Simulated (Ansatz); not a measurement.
WS2 (Tungstenite), 6 atoms in the cell. The typed cell holds 6 atoms: a = 3.180 Å, b = 3.180 Å, c = 12.500 Å, α = 90.00°, β = 90.00°, γ = 120.00°.  The cell isn't the ideal one: atoms moved at random, drawn with an rms of 0.05 Å.

- Program: Ansatz 0.2.0
- Task: single point
- Functional: PBE
- Potentials or basis: all-electron LAPW, scalar-relativistic
- Cutoff: 304 eV (chosen from the basis error)
- Basis error allowed: 0.001 eV/atom
- k mesh: 10 × 10 × 3
- Occupations: fermi-dirac, width 0.05 eV
- Spin: no spin polarisation

Potentials or basis: all-electron LAPW, scalar-relativistic.

Run with:

```bash
$ ansatz run input.yaml --threads 4 --pin off --max-ram 12288MiB --backend cpu --events-out ev --progress --plain --runs-dir out
```

Hardware: 4 threads of Intel(R) Xeon(R) Platinum 8259CL CPU @ 2.50GHz (Skylake/Cascade Lake), on a shared host.

Problem. How long does it take, and how much memory?

Solution. Run time: 3.9 min on 4 threads of Intel(R) Xeon(R) Platinum 8259CL CPU @ 2.50GHz (Skylake/Cascade Lake), on a shared host, peak memory 2.4 GiB. Counts: scf iterations 12, plane waves 1337, k points 152, bands 87.
